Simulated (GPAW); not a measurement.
TePb:

```
Pb Te
1.0
     4.00229    0.00000    0.00000
     0.00000    4.00229    0.00000
     0.00000    0.00000    4.00229
Pb Te
1 1
Direct
  0.00000 0.00000 0.00000
  0.50000 0.50000 0.50000
```

Measurements of this composition are mostly on another form, of space group No. 225.

```yaml
Program: GPAW 26.7.0
Task: relaxation of cell and atoms
Functional: revPBE
Dispersion: D3(BJ)
Potentials_or_basis: the program's PAW data sets (release 1.2.1) made for this functional
Cutoff: 600 eV
Basis: pw
k_mesh: 7 × 7 × 7
Occupations: fermi-dirac, width 0.05 eV
Spin: no spin polarisation
```

At the start: pressure -2.0 GPa; volume 32.05 Å³/atom.

How do energy, volume and symmetry change on relaxing?

Over 14 steps the energy falls by 19.8 meV/atom and the volume is 29.68 Å³/atom (-7.4 %); space group Pm-3m (No. 221, to 0.05 Å).

The path:
```tsv
step	energy change (eV)	largest force (eV/Å)	pressure (GPa)	volume (Å³)
1	0.0000	0.0000	-2.04	64.11
2	-0.0050	0.0000	-2.21	63.72
3	-0.0157	0.0000	-2.11	62.92
4	-0.0288	0.0000	-1.54	61.74
5	-0.0382	0.0000	-0.64	60.31
6	-0.0386	0.0000	0.44	58.81
7	-0.0387	0.0000	0.43	58.83
8	-0.0388	0.0000	0.40	58.86
9	-0.0389	0.0000	0.36	58.91
10	-0.0391	0.0000	0.31	58.98
11	-0.0393	0.0000	0.25	59.06
12	-0.0394	0.0000	0.19	59.15
13	-0.0396	0.0000	0.11	59.25
14	-0.0397	0.0000	0.03	59.36
```

Final structure:
```xyz
2
Lattice="3.9008 0.0000 0.0000 0.0000 3.9008 0.0000 0.0000 0.0000 3.9008" Properties=species:S:1:pos:R:3 pbc="T T T"
Pb    0.0000    0.0000    0.0000
Te    1.9504    1.9504    1.9504
```

Caveat: later steps reuse the first step's grids; pairwise dispersion overbinds metals, which lowers pressure and volume.
